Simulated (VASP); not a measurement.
# Mg4Sn (Im-3m) in VASP: a series of runs, part 2 of 2

VASP 6.6.1. Earlier steps stand in the parts before.

## 3. Single point, PBE (species swapped into the Hg4Pt type (Im-3m, No. 229))

Input file INCAR:

```
SYSTEM = Mg4Sn
ALGO = Normal ; EDIFF = 1E-6
ENCUT = 520 ; GGA = PE
ISIF = 2 ; ISMEAR = 0
LASPH = .True. ; LCHARG = .True.
LELF = .True. ; LREAL = .False.
LVHAR = .True. ; LWAVE = .False.
NBANDS = 19 ; NELM = 60
PREC = Accurate ; SIGMA = 0.1
```

Input file KPOINTS:

```
k-points
0
Gamma
  8 8 8
  0 0 0
```

Input file POSCAR:

```
Mg4Sn
1.0
   -3.3481486077      3.3481486077      3.3481486077
    3.3481486077     -3.3481486077      3.3481486077
    3.3481486077      3.3481486077     -3.3481486077
Mg Sn
4 1
Direct
    0.0000000000      0.0000000000      0.5000000000
    0.5000000000      0.0000000000      0.0000000000
    0.0000000000      0.5000000000      0.0000000000
    0.5000000000      0.5000000000      0.5000000000
    0.0000000000      0.0000000000      0.0000000000
```

Potentials or basis: VASP PAW PBE potentials, release 64 (Mg, Sn_d).

Command:

```
> cat potpaw_PBE.64/Mg/POTCAR potpaw_PBE.64/Sn_d/POTCAR > POTCAR
> mpirun -np 1 vasp_std > vasp.out
```

OUTCAR:

```text
SYSTEM = Mg4Sn
   EDIFF = 1E-6
   ENCUT = 520
   GGA = PE
   ISIF = 2
   ISMEAR = 0
   LASPH = .True.
   LREAL = .False.
   NELM = 60
   PREC = Accurate

 ion  position               nearest neighbor table
   1  0.000  0.000  0.500-   5 2.90   5 2.90   4 3.35   2 3.35   3 3.35   3 3.35   2 3.35   4 3.35

   2  0.500  0.000  0.000-   5 2.90   5 2.90   4 3.35   1 3.35   4 3.35   3 3.35   1 3.35   3 3.35

   3  0.000  0.500  0.000-   5 2.90   5 2.90   4 3.35   1 3.35   2 3.35   1 3.35   4 3.35   2 3.35
[... 737 lines left out ...]
  --------------------------------------------------------------------------------------
  -------------------------------------------------------------------------------------
  Total       -0.0969490     -0.0969490     -0.0969490     -0.0000000      0.0000000     -0.0000000
  in kB       -1.0346171     -1.0346171     -1.0346171     -0.0000000      0.0000000     -0.0000000
  external PRESSURE =      -1.0346171 kB  Pullay stress =       0.0000000 kB

 VOLUME and BASIS-vectors are now :
 -----------------------------------------------------------------------------
  energy-cutoff  :      520.00
  volume of cell :      150.13
      direct lattice vectors                 reciprocal lattice vectors
    -3.348148608  3.348148608  3.348148608     0.000000000  0.149336263  0.149336263
     3.348148608 -3.348148608  3.348148608     0.149336263  0.000000000  0.149336263
     3.348148608  3.348148608 -3.348148608     0.149336263  0.149336263  0.000000000

 POSITION                                       TOTAL-FORCE (eV/Angst)
 -----------------------------------------------------------------------------------
      1.67407      1.67407     -1.67407        -0.000000      0.000000     -0.000000
     -1.67407      1.67407      1.67407        -0.000000     -0.000000     -0.000000
      1.67407     -1.67407      1.67407         0.000000     -0.000000      0.000000
      1.67407      1.67407      1.67407        -0.000000     -0.000000     -0.000000
      0.00000      0.00000      0.00000        -0.000000      0.000000      0.000000
 -----------------------------------------------------------------------------------
    total drift:                               -0.000000      0.000000      0.000000

  FREE ENERGIE OF THE ION-ELECTRON SYSTEM (eV)
  ---------------------------------------------------
  free  energy   TOTEN  =        -8.6313799531 eV

  energy  without entropy=       -8.6214349093  energy(sigma->0) =       -8.62640743
```

OSZICAR:

```text
N       E                     dE             d eps       ncg     rms          rms(c)
DAV:   1     0.101741290809E+03    0.10174E+03   -0.91312E+03  1102   0.103E+03
DAV:   2     0.324639445197E+00   -0.10142E+03   -0.98712E+02  1188   0.233E+02
DAV:   3    -0.872113465932E+01   -0.90458E+01   -0.89301E+01  1317   0.717E+01
DAV:   4    -0.900800330029E+01   -0.28687E+00   -0.28657E+00  1326   0.136E+01
DAV:   5    -0.901876696839E+01   -0.10764E-01   -0.10763E-01  1497   0.246E+00    0.315E+00
DAV:   6    -0.869353215387E+01    0.32523E+00   -0.42185E-01  1276   0.250E+00    0.159E+00
DAV:   7    -0.863422438419E+01    0.59308E-01   -0.27852E-01  1212   0.250E+00    0.503E-01
DAV:   8    -0.863236085883E+01    0.18635E-02   -0.41318E-02  1401   0.185E+00    0.226E-01
DAV:   9    -0.863167551465E+01    0.68534E-03   -0.76259E-03  1420   0.821E-01    0.695E-02
DAV:  10    -0.863138039340E+01    0.29512E-03   -0.10245E-03  1315   0.173E-01    0.399E-02
DAV:  11    -0.863138548329E+01   -0.50899E-05   -0.82269E-05  1237   0.445E-02    0.320E-02
DAV:  12    -0.863138287176E+01    0.26115E-05   -0.72134E-06  1416   0.241E-02    0.613E-03
DAV:  13    -0.863137966734E+01    0.32044E-05   -0.61167E-06  1353   0.165E-02    0.230E-03
DAV:  14    -0.863137995305E+01   -0.28571E-06   -0.47646E-07   629   0.388E-03
   1 F= -.86313800E+01 E0= -.86264074E+01  d E =-.994504E-02
```

stdout:

```text
POSCAR found type information on POSCAR MgSn
 POSCAR found :  2 types and       5 ions
 scaLAPACK will be used
 LDA part: xc-table for (Slater+PW92), standard interpolation
 POSCAR, INCAR and KPOINTS ok, starting setup
 FFT: planning ... GRIDC
 FFT: planning ... GRID_SOFT
 FFT: planning ... GRID
 WAVECAR not read
 entering main loop
```

It took 93 s on 1 thread of Intel Xeon Platinum 8259CL at 2.50GHz (Skylake/Cascade Lake), shared host; peak memory 0.36 GiB.

Results:

```
Free energy            : -8.6314 eV
Pressure               : -0.1 GPa
Band gap on the k mesh : none (metal or under the smearing width)
```

Levels at points of the mesh, in eV from the Fermi level:
```
           k point  band 9  band 10  band 11  band 12  band 13  band 14
(0.00, 0.00, 0.00)   -2.19    -2.19     0.38     0.38     0.38     0.94
(0.50, 0.00, 0.00)   -2.26    -1.75    -0.94     1.21     1.74     1.89
(0.50, 0.50, 0.50)   -3.87    -1.55    -1.55     2.63     2.63     2.63
```

## 4. Relaxation of cell and atoms, PBE (species swapped into the Hg4Pt type (Im-3m, No. 229))

Input file INCAR:

```
  PREC = Accurate
  ENCUT = 600
  EDIFF = 1E-6
  ISMEAR = 0
  SIGMA = 0.1
  LREAL = F
  LASPH = T
  NELM = 60
  ALGO = Normal
  ISIF = 3
  LWAVE = F
  LCHARG = F
  GGA = PE
  IBRION = 2
  NSW = 100
  EDIFFG = -0.01
```

Input file KPOINTS:

```
Automatic mesh
0
Gamma
  8 8 8
```

POSCAR, as its differences from that of step 3:

```diff
@@ -2,5 +2,5 @@
 1.0
-   -3.3481486077      3.3481486077      3.3481486077
-    3.3481486077     -3.3481486077      3.3481486077
-    3.3481486077      3.3481486077     -3.3481486077
+   -3.3130402109      3.3130402109      3.3130402109
+    3.3130402109     -3.3130402109      3.3130402109
+    3.3130402109      3.3130402109     -3.3130402109
 Mg Sn
```

Command:

```
> cat potpaw_PBE.64/Mg/POTCAR potpaw_PBE.64/Sn_d/POTCAR > POTCAR
> mpirun -np 1 vasp_std > vasp.out
```

Run time: 3.2 min. Hardware: 1 thread of Intel Xeon Platinum 8259CL at 2.50GHz (Skylake/Cascade Lake), shared host; peak memory 0.38 GiB.

The run converged. Its results:

```
Free energy                            : -8.6315 eV
Relaxed volume                         : 30.01 Å³/atom
Relaxed cell                           : a = 5.798 Å, b = 5.798 Å, c = 5.798 Å, α = 109.47°, β = 109.47°, γ = 109.47°
Space group after relaxing (to 0.05 Å) : Im-3m (No. 229)
Energy gained by relaxing              : 2.2 meV/atom
Ionic steps                            : 3
Pressure after relaxing                : 0.0 GPa
Band gap on the k mesh                 : none (metal or under the smearing width)
```

The path:
| step | energy change (eV) | largest force (eV/Å) | pressure (GPa) | volume (Å³) |
| --- | --- | --- | --- | --- |
| 1 | 0.0000 | 0.0000 | 0.87 | 145.46 |
| 2 | -0.0105 | 0.0000 | 0.18 | 148.80 |
| 3 | -0.0109 | 0.0000 | -0.05 | 150.03 |

Final structure:
```
Mg Sn
1.0
    -3.34741    3.34741    3.34741
     3.34741   -3.34741    3.34741
     3.34741    3.34741   -3.34741
Mg Sn
4 1
Direct
  0.00000 0.00000 0.50000
  0.50000 0.00000 0.00000
  0.00000 0.50000 0.00000
  0.50000 0.50000 0.50000
  0.00000 0.00000 0.00000
```

Levels at points of the mesh, in eV from the Fermi level:
```csv
k point,band 9,band 10,band 11,band 12,band 13,band 14
"(0.00, 0.00, 0.00)",-2.20,-2.20,0.39,0.39,0.39,0.94
"(0.50, 0.00, 0.00)",-2.26,-1.75,-0.94,1.21,1.74,1.89
"(0.50, 0.50, 0.50)",-3.87,-1.55,-1.55,2.63,2.63,2.63
```

## 5. Single point, PBE (species swapped into the Hg4Pt type (Im-3m, No. 229))

Input file INCAR:

```
SYSTEM = Mg4Sn
ALGO = Normal
EDIFF = 1E-6
ENCUT = 520
GGA = PE
ISIF = 2
ISMEAR = 0
LASPH = .TRUE.
LCHARG = .TRUE.
LELF = .TRUE.
LREAL = .FALSE.
LVHAR = .TRUE.
LWAVE = .FALSE.
NBANDS = 19
NELM = 60
PREC = Accurate
SIGMA = 0.1
```

Input file KPOINTS:

```
k-points
0
G
  4 4 4
  0 0 0
```

POSCAR, as its differences from that of step 4:

```diff
@@ -2,5 +2,5 @@
 1.0
-   -3.3130402109      3.3130402109      3.3130402109
-    3.3130402109     -3.3130402109      3.3130402109
-    3.3130402109      3.3130402109     -3.3130402109
+   -2.8929562800      2.8929562800      2.8929562800
+    2.8929562800     -2.8929562800      2.8929562800
+    2.8929562800      2.8929562800     -2.8929562800
 Mg Sn
```

Potentials or basis: VASP PAW PBE potentials, release 64 (Mg, Sn_d).

Command:

```
> cat potpaw_PBE.64/Mg/POTCAR potpaw_PBE.64/Sn_d/POTCAR > POTCAR
> mpirun -np 1 vasp_std > vasp.out
```

OUTCAR:

```text
SYSTEM = Mg4Sn
   EDIFF = 1E-6
   ENCUT = 520
   GGA = PE
   ISIF = 2
   ISMEAR = 0
   LASPH = .TRUE.
   LREAL = .FALSE.
   NELM = 60
   PREC = Accurate

 ion  position               nearest neighbor table
   1  0.000  0.000  0.500-   5 2.51   5 2.51   4 2.89   2 2.89   3 2.89   3 2.89   2 2.89   4 2.89

   2  0.500  0.000  0.000-   5 2.51   5 2.51   4 2.89   1 2.89   4 2.89   3 2.89   1 2.89   3 2.89

   3  0.000  0.500  0.000-   5 2.51   5 2.51   4 2.89   1 2.89   2 2.89   1 2.89   4 2.89   2 2.89

   4  0.500  0.500  0.500-   5 2.51   5 2.51   3 2.89   1 2.89   2 2.89   3 2.89   1 2.89   2 2.89

   5  0.000  0.000  0.000-   1 2.51   2 2.51   3 2.51   4 2.51   1 2.51   3 2.51   2 2.51   4 2.51

  LATTYP: Found a body centered cubic cell.
 ALAT       =     5.7859125600

  Lattice vectors:

 A1 = (  -2.8929562800,   2.8929562800,   2.8929562800)
 A2 = (   2.8929562800,  -2.8929562800,   2.8929562800)
 A3 = (   2.8929562800,   2.8929562800,  -2.8929562800)

Analysis of symmetry for initial positions (statically):
=====================================================================
 Subroutine PRICEL returns:
 Original cell was already a primitive cell.

 Routine SETGRP: Setting up the symmetry group for a
 body centered cubic supercell.

 Subroutine GETGRP returns: Found 48 space group operations
 (whereof 48 operations were pure point group operations)
 out of a pool of 48 trial point group operations.

The static configuration has the point symmetry O_h .

Analysis of symmetry for dynamics (positions and initial velocities):
=====================================================================
 Subroutine PRICEL returns:
 Original cell was already a primitive cell.

 Routine SETGRP: Setting up the symmetry group for a
 body centered cubic supercell.

 Subroutine GETGRP returns: Found 48 space group operations
[... 112 lines left out ...]
     AMIX_MAG =   1.60;   BMIX_MAG =  1.00
  volume/ion in A,a.u.               =      19.37       130.71
  Fermi-wavevector in a.u.,A,eV,Ry     =   0.998897  1.887641 13.575817  0.997794
  Thomas-Fermi vector in A             =   2.131151
   LORBIT       =      0    0 simple, 1 ext, 2 COOP (PROOUT), +10 PAW based schemes
   GGA     = PE    functional components
   LHFCALC =     F    Hartree Fock is set to
   AEXX    =    0.0000 exact exchange contribution
   IVDW    =     0    specifies the selected vdW correction
   LEPSILON=     F    determine dielectric tensor
   LRPA    =     F    only Hartree local field effects (RPA)
 non-spin polarized calculation
 Gauss-broadening in eV      SIGMA  =   0.10
  energy-cutoff  :      520.00
  volume of cell :       96.85
 maximum number of plane-waves:      2625
 NGX is ok and might be reduce to    40
   NGX = 19   NGY = 19   NGZ = 19

 number of electron      22.0000007 magnetization

 Free energy of the ion-electron system (eV)
  ---------------------------------------------------
  ext. energy  EPLUGINS =         0.00000000
  ---------------------------------------------------
  free energy    TOTEN  =        -5.29998258 eV

  energy without entropy =       -5.28808804  energy(sigma->0) =       -5.29403531

 E-fermi :   5.7185     XC(G=0):  -9.5046

 val. band max:        5.5824083421   @ k =  -0.2500   0.2500   0.2500
 cond. band min:       5.7327196441   @ k =   0.2500   0.0000   0.0000
 fundamental gap:      0.1503113021
 Fermi energy:         5.7185117587

 k-point     1 :       0.0000    0.0000    0.0000
  band No.  band energies     occupation
      1     -16.5971      2.00000
      2     -16.5971      2.00000
      3     -16.5971      2.00000
      4     -16.4775      2.00000
      5     -16.4775      2.00000
      6      -5.1821      2.00000
[... 153 lines left out ...]
      6      -3.7788      2.00000
[... 11 lines left out ...]
     18      12.0543      0.00000
     19      14.1920      0.00000

------------------------ aborting loop because EDIFF is reached ----------------------------------------

  FORCE on cell =-STRESS in cart. coord.  units (eV):
  Direction    XX          YY          ZZ          XY          YZ          ZX
  --------------------------------------------------------------------------------------
  -------------------------------------------------------------------------------------
  Total       17.7137989     17.7137989     17.7137989      0.0000000      0.0000000     -0.0000000
  in kB      293.0466024    293.0466024    293.0466024      0.0000000      0.0000000     -0.0000000
  external PRESSURE =     293.0466024 kB  Pullay stress =       0.0000000 kB

 VOLUME and BASIS-vectors are now :
 -----------------------------------------------------------------------------
  energy-cutoff  :      520.00
  volume of cell :       96.85
      direct lattice vectors                 reciprocal lattice vectors
    -2.892956280  2.892956280  2.892956280     0.000000000  0.172833583  0.172833583
     2.892956280 -2.892956280  2.892956280     0.172833583  0.000000000  0.172833583
     2.892956280  2.892956280 -2.892956280     0.172833583  0.172833583  0.000000000

 POSITION                                       TOTAL-FORCE (eV/Angst)
 -----------------------------------------------------------------------------------
      1.44648      1.44648     -1.44648        -0.000000     -0.000000     -0.000000
     -1.44648      1.44648      1.44648         0.000000      0.000000     -0.000000
      1.44648     -1.44648      1.44648        -0.000000     -0.000000      0.000000
      1.44648      1.44648      1.44648        -0.000000     -0.000000      0.000000
      0.00000      0.00000      0.00000         0.000000      0.000000      0.000000
 -----------------------------------------------------------------------------------
    total drift:                               -0.000000      0.000000      0.000000

  FREE ENERGIE OF THE ION-ELECTRON SYSTEM (eV)
  ---------------------------------------------------
  free  energy   TOTEN  =        -5.2999825790 eV

  energy  without entropy=       -5.2880880429  energy(sigma->0) =       -5.29403531
```

OSZICAR:

```text
N       E                     dE             d eps       ncg     rms          rms(c)
DAV:   1     0.123694005742E+03    0.12369E+03   -0.95753E+03   304   0.112E+03
DAV:   2     0.555294889049E+01   -0.11814E+03   -0.11507E+03   313   0.280E+02
DAV:   3    -0.549095998710E+01   -0.11044E+02   -0.10973E+02   369   0.810E+01
DAV:   4    -0.580674320703E+01   -0.31578E+00   -0.31563E+00   367   0.140E+01
DAV:   5    -0.581786324549E+01   -0.11120E-01   -0.11120E-01   430   0.239E+00    0.455E+00
DAV:   6    -0.542293880752E+01    0.39492E+00   -0.34230E-01   366   0.261E+00    0.250E+00
DAV:   7    -0.530302930635E+01    0.11991E+00   -0.30230E-01   322   0.327E+00    0.497E-01
DAV:   8    -0.530042249919E+01    0.26068E-02   -0.34016E-02   391   0.166E+00    0.286E-01
DAV:   9    -0.530015319103E+01    0.26931E-03   -0.25706E-03   401   0.482E-01    0.655E-02
DAV:  10    -0.529997907084E+01    0.17412E-03   -0.48735E-04   367   0.125E-01    0.293E-02
DAV:  11    -0.529998180506E+01   -0.27342E-05   -0.33896E-05   349   0.254E-02    0.271E-02
DAV:  12    -0.529998257903E+01   -0.77397E-06   -0.75144E-06   391   0.170E-02
   1 F= -.52999826E+01 E0= -.52940353E+01  d E =-.118945E-01
```

stdout:

```text
POSCAR found type information on POSCAR MgSn
 POSCAR found :  2 types and       5 ions
 scaLAPACK will be used
 LDA part: xc-table for (Slater+PW92), standard interpolation
 POSCAR, INCAR and KPOINTS ok, starting setup
 FFT: planning ... GRIDC
 FFT: planning ... GRID_SOFT
 FFT: planning ... GRID
 WAVECAR not read
 entering main loop
```

Run time: 22 s. Hardware: 1 thread of Intel Xeon Platinum 8259CL at 2.50GHz (Skylake/Cascade Lake), shared host; peak memory 0.23 GiB.

Results:

* Free energy: -5.3000 eV
* Pressure: 29.3 GPa
* Band gap on the k mesh: none (metal or under the smearing width)

Caveat: the k mesh is coarse (spacing up to 0.38 Å⁻¹), so the values aren't converged; a pressure of tens of GPa on the cell as given is suspect, and the run, the potentials or the cell itself is likely at fault.

## 6. Summary

```tsv
task	cell	k mesh	cutoff (eV)	mesh quality	gap on the mesh (eV)	pressure (GPa)
single point	as given	8 × 8 × 8	520	not flagged	none	-0.1
single point	species swapped into the Hg4Pt type (Im-3m, No. 229)	8 × 8 × 8	520	not flagged	none	-0.1
relaxation of cell and atoms	relaxed from: species swapped into the Hg4Pt type (Im-3m, No. 229)	8 × 8 × 8	600	not flagged	none	0.0
single point	species swapped into the Hg4Pt type (Im-3m, No. 229)	4 × 4 × 4	520	coarse	none	29.3
```

Alike in all rows: level PBE; potentials or basis VASP PAW PBE potentials, release 64 (Mg, Sn_d); no spin polarisation; smearing gaussian 0.1 eV.

Caveats: some runs use coarse meshes; a pressure of tens of GPa on the cell as given is suspect, and the run, the potentials or the cell itself is likely at fault (some runs).

Total energies depend on the potentials used, so only differences within one code and one set of settings carry meaning.
